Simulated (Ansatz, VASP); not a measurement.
# Two plane-wave programs on AlN

```
Al N
1.0
     3.06730    0.00000    0.00000
    -1.53365    2.65636    0.00000
     0.00000    0.00000    5.21760
Al N
2 2
Direct
  0.33333 0.66667 0.00626
  0.66667 0.33333 0.50626
  0.33333 0.66667 0.37874
  0.66667 0.33333 0.87874
```

Alike in both runs: functional PBE; k mesh 9 × 9 × 6; occupations gaussian, width 0.05 eV; no spin polarisation.

Ansatz relaxed the structure, and its values are those at the end. VASP's run is a single point on that final structure, the one shown.

```csv
,VASP,Ansatz
version,VASP 6.6.1,Ansatz 0.2.0
potentials or method,"VASP PAW PBE potentials, release 64 (Al, N)","scalar-relativistic, plane waves, PAW"
plane-wave cutoff (eV),520,520
valence electrons in the cell,16,16
```

|  | VASP | Ansatz | Ansatz less VASP |
| --- | --- | --- | --- |
| gap on the k mesh at the Fermi level (eV) | 3.95 | 3.95 | -0.007 |
| least direct gap on the mesh (eV) | 3.95 | 3.95 | -0.007 |
| pressure (GPa) | 0.6 | 0.8 | +0.18 |

Ansatz warned: «stress_scf_threshold_loose».
